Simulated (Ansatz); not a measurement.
```yaml
crystal:
  periodic: [false, false, false]
  atoms:
    - {symbol: Cl, position_ang: [1.851137, -0.217224, 1.302972]}
    - {symbol: C, position_ang: [0.755093, -0.300903, -0.024898]}
    - {symbol: C, position_ang: [-0.622168, 0.187495, 0.017407]}
    - {symbol: Cl, position_ang: [-1.693115, 0.385509, -1.335550]}
    - {symbol: H, position_ang: [0.951774, -0.581541, -0.955608]}
    - {symbol: H, position_ang: [-0.873150, 0.504300, 1.064343]}
basis:
  gaussian: {orbitals: "6-31G*"}
total_charge: 1
magnetization: {spin_polarized: true, initial_magnetization: 1}
hamiltonian: {xc: {name: B2PLYP}}
output: {forces: true}
```

```sh
$ ansatz run in.yaml --threads 4 --pin off --events-out ev --progress --plain --max-ram 10444MiB
```

Shortened log:

```
Functional definition: B2PLYP
688 factors; integrals over basis functions are off by at most 7.0e-4 eV
mean field evaluation 1: about -27123.7471 eV, gradient 1.4e1 eV
mean field evaluation 2: about -27123.7536 eV, gradient 1.4e1 eV
mean field evaluation 4: about -27124.8768 eV, gradient 2.7e0 eV
mean field evaluation 8: about -27124.9354 eV, gradient 2.3e-1 eV
mean field evaluation 16: about -27124.9368 eV, gradient 1.5e-4 eV
mean field -27124.93677303 eV, -996.8230404662 hartree, gradient 7.5e-6 eV, S^2 0.753612; 0 other end points of the search recorded, 0 dependent functions left out
12 core orbitals not correlated: weight in the atoms' cores, before any rotation towards them, 1.000 or more for the frozen orbitals, at most 0.000 for the correlated occupied ones
reference -27124.93689796 eV, -996.8230450575 hartree; 12, 11 occupied and 48, 49 virtual orbitals, 688 factors
second order -16.90620391 eV of doubles, -0.00000000 eV of singles
Total energy: -27129.50157302 eV, -996.9907937717 hartree
Atom 0 at     1.851137    -0.217224     1.302972 Å, force    -1.624208    -0.258943    -1.945690 eV/Å
Atom 1 at     0.755093    -0.300903    -0.024898 Å, force    -2.885810     2.292007     3.629155 eV/Å
Atom 2 at    -0.622168     0.187495     0.017407 Å, force     1.099719     0.265577     1.428029 eV/Å
Atom 3 at    -1.693115     0.385509    -1.335550 Å, force     1.799465    -0.486338     2.094183 eV/Å
Atom 4 at     0.951774    -0.581541    -0.955608 Å, force     2.544548    -1.820079    -3.892623 eV/Å
Atom 5 at    -0.873150     0.504300     1.064343 Å, force    -0.933714     0.007777    -1.313054 eV/Å
Dipole moment:    -0.001457    -0.028234     0.022126 e Å
```

Run time 2.7 s (4 threads of an Arm Neoverse V1 on a shared host); peak host memory 0.38 GiB.
